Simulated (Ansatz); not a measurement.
Input for Ansatz (plane-wave DFT, PAW):

```yaml
crystal:
  lattice:
    - [2.8602429, 0.0, 0.0]
    - [0.0, 2.8602429, 0.0]
    - [0.0, 0.0, 2.8602429]
  atoms:
    - { symbol: Zn, position: [0.5, 0.5, 0.5] }
    - { symbol: Cu, position: [0.0, 0.0, 0.0] }
basis:
  ecutwfc: 420
kpoints:
  mp_grid: { grid: [14, 14, 14] }
hamiltonian:
  xc: pbesol
scf:
  occupations: { method: gaussian, width: 0.1 }
output:
  forces: true
  stress: true
  eigenvalues: true
```

It can be run as
```bash
ansatz run input.yaml --threads 1 --pin off --backend cpu --events-out ev --progress --plain --runs-dir out  # memory cap (--max-ram) not shown
```

All numbers below come from DFT PBEsol, scalar-relativistic, plane waves, PAW (Ansatz).

Part of what the program printed, abridged:

```
Pseudopotentials: kind: paw
Pseudopotential: Zn, paw, valence charge 12, recommended cutoff 420 eV (normal)
Pseudopotential: Cu, paw, valence charge 19, recommended cutoff 420 eV (normal)
Functional definition: PBEsol
Crystal: 2 atoms, lattice volume = 23.400 Å³
Basis set: ecut = 420 eV, 461 PW (Γ), exchange–correlation on 40×40×40 points (8 copies of the dense FFT grid, shifted against one another)
Bands: 20, of which v1, the nominal top of the filled ones, is band 16 counted from 1 (15 counted from 0)
Symmetry: 48 space group operations
Space group: Pm-3m (ITA 221), of the structure as read, at distance tolerance 2.9e-5 Å
k-points: 120 of 2744
Initial density: superposition of atomic densities (neutral atoms: chi_scale 0, normalization atom), corrected by the library's trained network
Initial wavefunctions: pseudopotential atomic-orbital guess
Functional: x = pbesol(κ = 0.804, μ = 0.12345679), c = pbesol(β = 0.046)
SCF iter   1: F=—  HF=-9869.865285 eV  |F-HF|=—  |Δ(HF+E_count)|=         —  Δρ=1.35e-2  dr2=2.24e-2  ethr=1.77e-3  ⟨swp⟩=5.1  Hψ=10177  notcnv=0
SCF iter   2: F=—  HF=-9869.860521 eV  |F-HF|=—  |Δ(HF+E_count)|=   4.76e-3  Δρ=1.23e-3  dr2=2.14e-4  ethr=7.22e-5  ⟨swp⟩=2.6  Hψ=5254  notcnv=0  defer=53
SCF iter   3: F=—  HF=-9869.860322 eV  |F-HF|=—  |Δ(HF+E_count)|=   1.99e-4  Δρ=7.81e-4  dr2=5.74e-5  ethr=6.89e-7  ⟨swp⟩=2.0  Hψ=4193  notcnv=0  defer=53
SCF iter   4: F=—  HF=-9869.860333 eV  |F-HF|=—  |Δ(HF+E_count)|=   1.04e-5  Δρ=3.97e-4  dr2=2.14e-5  ethr=1.85e-7  ⟨swp⟩=2.6  Hψ=3670  notcnv=0  defer=53
SCF iter   5: F=—  HF=-9869.860323 eV  |F-HF|=—  |Δ(HF+E_count)|=   9.13e-6  Δρ=2.33e-5  dr2=1.29e-7  ethr=6.91e-8  ⟨swp⟩=2.0  Hψ=3564  notcnv=0  defer=53
SCF iter   6: F=-9869.860323 eV  HF=-9869.860323 eV  |F-HF|=3.37e-9  |Δ(HF+E_count)|=   1.49e-8  Δρ=5.18e-6  dr2=5.96e-9  ethr=3.23e-10  ⟨swp⟩=6.0  Hψ=10635  notcnv=0
SCF 1 converged in 6 iterations: F = -9869.860323 eV  dr2 = 5.96e-9
SCF converged after 6 iterations
Free energy (F): -9869.860323 eV
Harris-Foulkes:  -9869.860323 eV  (|F-HF|=3.37e-9)
Internal energy: -9869.858900 eV  (E = F + TS)
E sigma→0 (E₀):  -9869.859612 eV
Entropy (-TS):   -0.001424 eV (-0.712 meV/atom)
Fermi energy:    16.047086 eV
--- Per-component energies (eV) ---
  E_band       = -276.300423
  E_kinetic    = 434.289933
  E_local      = -5577.036103  (includes V_loc(G=0)·N_el)
  E_nonlocal   = 1002.874004
  E_hartree    = 2436.906713
  E_xc         = -227.420343
  E_vxc        = -171.441201  (∫ρ·V_xc dr)
  E_paw        = -3413.234744  (= ΣΔE_a)
  E_vpaw       = -838.804173  (= ΣTr[D̂ρ^β])
  E_aug_tail   = -0.000191  (compensation charges beyond the density's cutoff)
  E_ewald      = -4527.241727
  E_core_change = 1.003557  (= ΣΔE_core)
  E_smearing   = -0.001424  (= −TS)
--- Forces (eV/Å), atoms counted from 1 ---
  atom   1  Zn     0.00000000     0.00000000     0.00000000
  atom   2  Cu     0.00000000     0.00000000     0.00000000
--- Stress (GPa, compression-positive) ---
        7.724805       0.000000       0.000000
        0.000000       7.724805       0.000000
        0.000000       0.000000       7.724805
  P = ⅓ Tr σ = 7.7248 GPa (77.248 kbar)
--- Band table (eV; the first three rows and the last of 120) ---
  k-point 0: bands = ["-96.8639", "-54.3830", "-54.3830", "-54.3830", "4.9224", "7.8963", "7.8963", "8.7594", "8.7594", "8.7594", "12.2155", "12.2155", "13.1721", "13.1721", "13.1721", "22.4847", "22.4847", "22.4847", "27.8254", "27.8254"]
  k-point 1: bands = ["-96.8639", "-54.3837", "-54.3829", "-54.3829", "5.0209", "7.9107", "7.9198", "8.7501", "8.7501", "8.7649", "12.2064", "12.2251", "13.1338", "13.1338", "13.1669", "21.5908", "22.6402", "22.6402", "27.8728", "28.4040"]
  k-point 2: bands = ["-96.8638", "-54.3858", "-54.3827", "-54.3827", "5.3132", "7.9516", "7.9875", "8.7241", "8.7241", "8.7805", "12.1804", "12.2463", "13.0299", "13.0299", "13.1520", "19.8197", "23.0943", "23.0943", "28.0168", "28.9199"]
  k-point 119: bands = ["-96.8614", "-54.3953", "-54.3953", "-54.3953", "8.0574", "8.0574", "8.0574", "9.1348", "9.1348", "11.3254", "11.3254", "11.3254", "13.4560", "13.4560", "20.4910", "20.5346", "20.5346", "20.5346", "20.8303", "20.8303"]
```

The run converged.